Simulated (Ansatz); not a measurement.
BaTe: pressure against volume per atom

Results calculated with Ansatz 0.2.0, not measured. Periodic Kohn-Sham DFT of a crystal at fixed atoms; pressure and stress are positive in compression; the energy is the free energy less that of spherical unpolarised free atoms; site moments are those in the method's own spheres, positive along +z.

Cell of the first row (space group Fm-3m, No. 225):
```
CELL_PARAMETERS angstrom
0.00000 3.34040 3.34040
3.34040 0.00000 3.34040
3.34040 3.34040 0.00000
ATOMIC_POSITIONS crystal
Ba 0.00000 0.00000 0.00000
Te 0.50000 0.50000 0.50000
```

Settings of every row: method all-electron PAW; functional PBEsol; relativity scalar; k mesh 10x10x10; filling fermi-dirac; smearing width 0.05 eV; nucleus gaussian.

Atom start moment: 0 on all atoms.

Limits: no spin-orbit coupling on heavy atoms.

```
row  volume per atom (Å³)  pressure (GPa)
  1                37.273           4.749
  2                38.066           3.703
  3                38.859           2.762
  4                39.255           2.326
  5                39.652           1.913
  6                40.048           1.521
  7                40.445           1.148
  8                41.238               ?
  9                42.031          -0.166
```

Question: what pressure should row 8 give?

Worked fit of pressure. Take u = (V_r/V)^(2/3) − 1 with V_r = 39.454 Å³ an atom, which is twice the finite (Eulerian) strain; such expansions in the strain, on which the Birch-Murnaghan equation of state is built, carry the rest volume and the bulk modulus. The shown rows have u = 0.03864, 0.02416, 0.01018, 0.00338, -0.00333, -0.00991, -0.0164, -0.0413. Least squares give pressure = 2.1166 + 61.681 × u + 161.27 × u² + 145 × u³ GPa; a parabola predicts inner rows, each left out in turn, worse (root mean square 0.0023 against 0.00067 GPa). The rows lie off it by 0.000, 0.000, 0.001, -0.001, 0.000, 0.000, 0.000, 0.000. The pressure vanishes at u = -0.0380, or V = 41.81 Å³ an atom, and there the bulk modulus at fixed shape and fractions is B = −V dP/dV = (2/3)(1 + u) dP/du = 32.1 GPa. The withheld row has u = -0.02905, so the fit gives 2.1166 + 61.681 × (-0.02905) + 161.27 × (-0.02905)² + 145 × (-0.02905)³ = 0.457 GPa.

The calculation gave 0.457 GPa. The fit meets it to the printed digit.
